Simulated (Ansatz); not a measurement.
Co:

```
CELL_PARAMETERS angstrom
2.47200 0.00000 0.00000
-1.23600 2.14081 0.00000
0.00000 0.00000 4.02114
ATOMIC_POSITIONS crystal
Co 0.66667 0.33333 0.75000
Co 0.33333 0.66667 0.25000
```

Alike in all runs: program Ansatz 0.2.0; functional PBEsol; potentials or basis all-electron LAPW, scalar-relativistic; cutoff 315 eV (chosen from the basis error); basis error allowed 0.001 eV/atom; k mesh 12 × 12 × 7; occupations fermi-dirac, width 0.05 eV.

Starts and where they ended:

```csv
start,free energy over the lowest (meV/atom),net moment (μB),site or absolute moments (μB),gap
no spin polarisation,201.9,-,-,none (metal or under the smearing width)
"collinear spin, ferromagnetic start of up to 2 μB",0.0,3.20,Co +1.65,none (metal or under the smearing width)
"collinear spin, ferrimagnetic start of up to 2 μB",0.0,3.20,Co +1.65,none (metal or under the smearing width)
"collinear spin, antiferromagnetic start of up to 2 μB",0.0,-3.20,Co -1.65,none (metal or under the smearing width)
```

Allowing spin polarisation gains 202 meV/atom. A still lower state may exist.

Caveats: the starting moments weren't kept (some runs).
